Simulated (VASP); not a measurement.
# KBr (Fm-3m) in VASP: further runs

Runs on KBr. Level: PBE. Tasks: single point.

Everything below comes from runs of VASP 6.6.1. Logs are shortened: lines on timing, memory, paths and dates and some standing lists are left out, and cuts for length are marked.

## (1) The undisturbed crystal

Symmetry: Fm-3m, No. 225, cubic system. Conventional cell: a = 6.585 Å, b = 6.585 Å, c = 6.585 Å, α = 90.00°, β = 90.00°, γ = 90.00°. K (site symmetry m-3m) is surrounded by 6 Br at 3.29 Å. Br (site symmetry m-3m) has 6 K at 3.29 Å as nearest neighbours.

## (2) Single point, PBE (all atoms moved at random, cell strained at random)

Input file INCAR:

```
SYSTEM = KBr
  PREC = Accurate
  ENCUT = 520
  EDIFF = 1E-6
  ISMEAR = 0
  SIGMA = 0.02
  LREAL = .False.
  LASPH = .True.
  NELM = 100
  ALGO = Normal
  ISIF = 2
  LWAVE = .False.
  LCHARG = .True.
  GGA = PE
  LELF = .True.
  LVHAR = .True.
  NBANDS = 15
```

Input file KPOINTS:

```
regular mesh
0
Gamma
  6 6 6
  0 0 0
```

Input file POSCAR:

```
KBr
1.0
   -0.0042802500      3.2364616500      3.1735419750
    3.2120642250     -0.0069471750      3.1762089000
    3.2280657750      3.2551301250     -0.0229487250
K Br
1 1
Direct
    0.0152953683     -0.0030220197     -0.0035231587
    0.4847046317      0.5030220197      0.5035231587
```

Potentials or basis: VASP PAW PBE potentials, release 64 (K_sv, Br).

Command:

```sh
cat potpaw_PBE.64/K_sv/POTCAR potpaw_PBE.64/Br/POTCAR > POTCAR
mpirun -np 1 vasp_std > vasp.out
```

OUTCAR:

```text
SYSTEM = KBr
   PREC = Accurate
   ENCUT = 520
   EDIFF = 1E-6
   ISMEAR = 0
   LREAL = .False.
   LASPH = .True.
   NELM = 100
   ISIF = 2
   GGA = PE

 ion  position               nearest neighbor table
   1  0.015  0.997  0.996-   2 3.11   2 3.17   2 3.18   2 3.27   2 3.27
   2  0.485  0.503  0.504-   1 3.11   1 3.17   1 3.18   1 3.27   1 3.27

  LATTYP: Found a triclinic cell.
 ALAT       =     7.8362783795
 B/A-ratio  =     0.5784349643
 C/A-ratio  =     0.8223869180
 COS(alpha) =     0.0018490566
 COS(beta)  =     0.4148397664
 COS(gamma) =     0.8627137605

  Lattice vectors:

 A1 = (  -3.2366262750,   3.2177931750,   6.3700326750)
 A2 = (  -0.0042802500,   3.2364616500,   3.1735419750)
 A3 = (  -6.4444102500,  -0.0117213000,   0.0202818000)

Analysis of symmetry for initial positions (statically):
=====================================================================
 Subroutine PRICEL returns:
 Original cell was already a primitive cell.

 Routine SETGRP: Setting up the symmetry group for a
 triclinic supercell.

 Subroutine GETGRP returns: Found  1 space group operations
 (whereof  1 operations were pure point group operations)
 out of a pool of  2 trial point group operations.

The static configuration has the point symmetry C_1 .

Analysis of symmetry for dynamics (positions and initial velocities):
=====================================================================
 Subroutine PRICEL returns:
 Original cell was already a primitive cell.

 Routine SETGRP: Setting up the symmetry group for a
 triclinic supercell.

 Subroutine GETGRP returns: Found  1 space group operations
 (whereof  1 operations were pure point group operations)
 out of a pool of  2 trial point group operations.

The dynamic configuration has the point symmetry C_1 .

 Subroutine INISYM returns: Found  1 space group operations
 (whereof  1 operations are pure point group operations),
 and found     1 'primitive' translations

----------------------------------------------------------------------------------------

                                     Primitive cell

  volume of cell :      66.7190

  direct lattice vectors                    reciprocal lattice vectors
    -0.004280250  3.236461650  3.173541975    -0.154960493  0.154779288  0.157048340
     3.212064225 -0.006947175  3.176208900     0.155945983 -0.153543958  0.156798500
     3.228065775  3.255130125 -0.022948725     0.154404604  0.152988069 -0.155813010

  length of vectors
     4.532777405  4.517267739  4.584409168     0.269506148  0.269222336  0.267439386

  position of ions in fractional coordinates (direct lattice)
     0.015295368  0.996977980  0.996476841
     0.484704632  0.503022020  0.503523159

  ion indices of the primitive-cell ions
   primitive index   ion index
                 1           1
                 2           2

----------------------------------------------------------------------------------------

 KPOINTS: regular mesh

Automatic generation of k-mesh.
 Grid dimensions read from file:
 generate k-points for:    6    6    6

 Generating k-lattice:

  Cartesian coordinates                     Fractional coordinates (reciprocal lattice)
    -0.025826749  0.025796548  0.026174723     0.166666667  0.000000000  0.000000000
     0.025990997 -0.025590660  0.026133083     0.000000000  0.166666667  0.000000000
     0.025734101  0.025498012 -0.025968835    -0.000000000 -0.000000000  0.166666667

  Length of vectors
     0.044917691  0.044870389  0.044573231

  Shift w.r.t. Gamma in fractional coordinates (k-lattice)
     0.000000000  0.000000000  0.000000000

 Subroutine IBZKPT returns following result:
 ===========================================

 Found    112 irreducible k-points:

 Following reciprocal coordinates:
            Coordinates               Weight
  0.000000  0.000000  0.000000      1.000000
  0.166667  0.000000 -0.000000      2.000000
  0.333333 -0.000000 -0.000000      2.000000
  0.500000  0.000000 -0.000000      1.000000
 -0.000000  0.166667  0.000000      2.000000
  0.166667  0.166667  0.000000      2.000000
[... 16 lines left out ...]
  0.333333  0.000000  0.166667      2.000000
  0.500000  0.000000  0.166667      2.000000
 [... further k-points ...]
   k-points           NKPTS =    112   k-points in BZ     NKDIM =    112   number of bands    NBANDS=     15
   number of dos      NEDOS =    301   number of ions     NIONS =      2
   total plane-waves  NPLWV =  46656
   dimension x,y,z NGX =    36 NGY =   36 NGZ =   36
   dimension x,y,z NGXF=    72 NGYF=   72 NGZF=   72
   ions per type =               1   1
   NGX,Y,Z   is equivalent  to a cutoff of  13.20, 13.25, 13.05 a.u.
   NGXF,Y,Z  is equivalent  to a cutoff of  26.41, 26.50, 26.11 a.u.
 SYSTEM =  KBr
   PREC   = accura    normal or accurate (medium, high low for compatibility)
   ISTART =      0    job   : 0-new  1-cont  2-samecut
   ICHARG =      2    charge: 1-file 2-atom 10-const
   ISPIN  =      1    spin polarized calculation?
   LNONCOLLINEAR =      F non collinear calculations
   LSORBIT =      F    spin-orbit coupling
   LASPH  =      T    aspherical Exc in radial PAW
   ENCUT  =  520.0 eV  38.22 Ry    6.18 a.u.   8.43  8.40  8.52*2*pi/ulx,y,z
   NELM   =    100;   NELMIN=  2; NELMDL= -5     # of ELM steps
   EDIFF  = 0.1E-05   stopping-criterion for ELM
   LREAL  =      F    real-space projection
   EDIFFG = 0.1E-04   stopping-criterion for IOM
   NSW    =      0    number of steps for IOM
   IBRION =     -1    ionic relax: 0-MD 1-quasi-New 2-CG
   NFREE  =      0    steps in history (QN), initial steepest desc. (CG)
   ISIF   =      2    stress and relaxation
   ISYM   =      2    0-nonsym 1-usesym 2-fastsym
   POTIM  = 0.5000    time-step for ionic-motion
   TEBEG  =    0.0;   TEEND  =   0.0 temperature during run
   PSTRESS=    0.0 pullay stress
   NELECT =      16.0000    total number of electrons
   NUPDOWN=      -1.0000    fix difference up-down
   EMIN   =  10.00;   EMAX   =-10.00  energy-range for DOS
   EFERMI =   0.00;   METHOD = LEGACY
   ISMEAR =     0;   SIGMA  =   0.02  broadening in eV -4-tet -1-fermi 0-gaus
   EFERMI_NEDOS =   21; number of points for ismear=-14 and -15
   IALGO  =     38    algorithm
   IMIX   =      4    mixing-type and parameters
     AMIX     =   0.40;   BMIX     =  1.00
     AMIX_MAG =   1.60;   BMIX_MAG =  1.00
  volume/ion in A,a.u.               =      33.36       225.12
  Fermi-wavevector in a.u.,A,eV,Ry     =   1.017103  1.922046 14.075206  1.034498
  Thomas-Fermi vector in A             =   2.150485
   LORBIT       =      0    0 simple, 1 ext, 2 COOP (PROOUT), +10 PAW based schemes
   GGA     = PE    functional components
   LHFCALC =     F    Hartree Fock is set to
   AEXX    =    0.0000 exact exchange contribution
   IVDW    =     0    specifies the selected vdW correction
   LEPSILON=     F    determine dielectric tensor
   LRPA    =     F    only Hartree local field effects (RPA)
 non-spin polarized calculation
 Gauss-broadening in eV      SIGMA  =   0.02
  energy-cutoff  :      520.00
  volume of cell :       66.72
 maximum number of plane-waves:      1815
 NGX is ok and might be reduce to    36
   NGX = 17   NGY = 17   NGZ = 17

 number of electron      16.0000000 magnetization

 Free energy of the ion-electron system (eV)
  ---------------------------------------------------
  ext. energy  EPLUGINS =         0.00000000
  ---------------------------------------------------
  free energy    TOTEN  =        -6.15373566 eV

  energy without entropy =       -6.15373566  energy(sigma->0) =       -6.15373566

 E-fermi :  -1.2465     XC(G=0):  -7.6707

 val. band max:       -1.4168252962   @ k =   0.0000   0.0000   0.0000
 cond. band min:       3.2134773927   @ k =   0.0000   0.0000   0.0000
 fundamental gap:      4.6303026888
 Fermi energy:        -1.2465292872

 k-point     1 :       0.0000    0.0000    0.0000
  band No.  band energies     occupation
      1     -29.0543      2.00000
      2     -13.8234      2.00000
      3     -12.5404      2.00000
      4     -12.5381      2.00000
      5     -12.5345      2.00000
      6      -1.4485      2.00000
      7      -1.4314      2.00000
      8      -1.4168      2.00000
      9       3.2135      0.00000
     10       6.1101      0.00000
     11       6.1971      0.00000
     12       6.2775      0.00000
     13       7.0312      0.00000
     14       7.1153      0.00000
     15      10.3330      0.00000

 k-point     2 :       0.1667    0.0000   -0.0000
  band No.  band energies     occupation
      1     -29.0522      2.00000
      2     -13.8799      2.00000
      3     -12.5417      2.00000
      4     -12.5404      2.00000
      5     -12.4557      2.00000
      6      -1.8431      2.00000
      7      -1.5551      2.00000
      8      -1.5284      2.00000
      9       3.9159      0.00000
     10       6.0923      0.00000
     11       6.4661      0.00000
     12       6.5900      0.00000
     13       7.4320      0.00000
     14       7.5278      0.00000
     15      11.2921      0.00000

 k-point     3 :       0.3333   -0.0000   -0.0000
  band No.  band energies     occupation
      1     -29.0480      2.00000
      2     -13.9779      2.00000
      3     -12.5450      2.00000
      4     -12.5439      2.00000
      5     -12.3122      2.00000
      6      -2.4897      2.00000
      7      -1.7536      2.00000
      8      -1.7284      2.00000
      9       4.9888      0.00000
     10       6.4983      0.00000
     11       7.4081      0.00000
     12       7.5178      0.00000
     13       8.4325      0.00000
     14       8.5595      0.00000
     15      10.4629      0.00000
[... 343 lines left out ...]
 k-point    23 :       0.3333    0.0000    0.1667
  band No.  band energies     occupation
      1     -29.0482      2.00000
      2     -13.9062      2.00000
      3     -12.5596      2.00000
      4     -12.5560      2.00000
      5     -12.3986      2.00000
      6      -2.3243      2.00000
      7      -1.7319      2.00000
      8      -1.6513      2.00000
      9       5.0029      0.00000
     10       5.4867      0.00000
     11       7.6337      0.00000
     12       7.7348      0.00000
     13       8.0248      0.00000
     14       8.4657      0.00000
     15      10.3662      0.00000

 k-point    24 :       0.5000    0.0000    0.1667
  band No.  band energies     occupation
      1     -29.0453      2.00000
      2     -13.9566      2.00000
      3     -12.5711      2.00000
      4     -12.5555      2.00000
      5     -12.3201      2.00000
      6      -2.5831      2.00000
      7      -1.9252      2.00000
      8      -1.7954      2.00000
      9       5.4770      0.00000
     10       6.5990      0.00000
     11       8.0905      0.00000
     12       8.3835      0.00000
     13       8.6767      0.00000
     14       8.8944      0.00000
     15       9.8452      0.00000

 [... further k-points ...]
[... 5 lines left out ...]
  --------------------------------------------------------------------------------------
  -------------------------------------------------------------------------------------
  Total        0.9297411      0.8150130      1.2232588      0.0033106     -0.0068181      0.0233634
  in kB       22.3266157     19.5715581     29.3750894      0.0794993     -0.1637282      0.5610448
  external PRESSURE =      23.7577544 kB  Pullay stress =       0.0000000 kB

 VOLUME and BASIS-vectors are now :
 -----------------------------------------------------------------------------
  energy-cutoff  :      520.00
  volume of cell :       66.72
      direct lattice vectors                 reciprocal lattice vectors
    -0.004280250  3.236461650  3.173541975    -0.154960493  0.154779288  0.157048340
     3.212064225 -0.006947175  3.176208900     0.155945983 -0.153543958  0.156798500
     3.228065775  3.255130125 -0.022948725     0.154404604  0.152988069 -0.155813010

 POSITION                                       TOTAL-FORCE (eV/Angst)
 -----------------------------------------------------------------------------------
      6.41898      3.28624      3.19228         0.071360     -0.111441     -0.158429
      3.23907      3.20427      3.12438        -0.071360      0.111441      0.158429
 -----------------------------------------------------------------------------------
    total drift:                               -0.000062      0.000044     -0.000084

  FREE ENERGIE OF THE ION-ELECTRON SYSTEM (eV)
  ---------------------------------------------------
  free  energy   TOTEN  =        -6.1537356597 eV

  energy  without entropy=       -6.1537356597  energy(sigma->0) =       -6.15373566
```

Wall time 98 s (1 thread of Intel Xeon Platinum 8488C (Sapphire Rapids), shared host); peak memory 0.27 GiB.

Results:

* Free energy: -6.1537 eV
* Pressure: 2.4 GPa
* Largest force: 0.206 eV/Å
* Band gap on the k mesh: 4.63 eV, direct

Forces on the atoms (eV/Å):
```
K    0.071 -0.111 -0.158
Br  -0.071  0.111  0.158
```

Levels at points of the mesh, in eV from the valence-band top:
| k point | band 5 | band 6 | band 7 | band 8 | band 9 | band 10 | band 11 | band 12 |
| --- | --- | --- | --- | --- | --- | --- | --- | --- |
| (0.00, 0.00, 0.00) | -11.12 | -0.03 | -0.01 | 0.00 | 4.63 | 7.53 | 7.61 | 7.69 |
| (0.50, 0.00, 0.00) | -10.83 | -1.34 | -0.43 | -0.41 | 6.74 | 8.52 | 9.87 | 9.98 |
| (0.00, 0.50, 0.00) | -10.82 | -1.34 | -0.42 | -0.40 | 6.73 | 8.47 | 9.83 | 9.91 |
| (0.50, 0.50, 0.00) | -11.16 | -0.88 | -0.35 | -0.34 | 5.76 | 7.47 | 9.51 | 9.66 |
| (0.00, 0.00, 0.50) | -10.82 | -1.35 | -0.40 | -0.39 | 6.73 | 8.44 | 9.86 | 9.87 |
| (0.50, 0.00, 0.50) | -11.16 | -0.92 | -0.32 | -0.30 | 5.78 | 7.46 | 9.46 | 9.63 |
| (0.00, 0.50, 0.50) | -11.16 | -0.90 | -0.33 | -0.31 | 5.78 | 7.46 | 9.48 | 9.77 |
| (0.50, 0.50, 0.50) | -10.83 | -1.34 | -0.43 | -0.41 | 6.73 | 8.49 | 9.84 | 9.96 |

(Continued in part 2 of 2.)
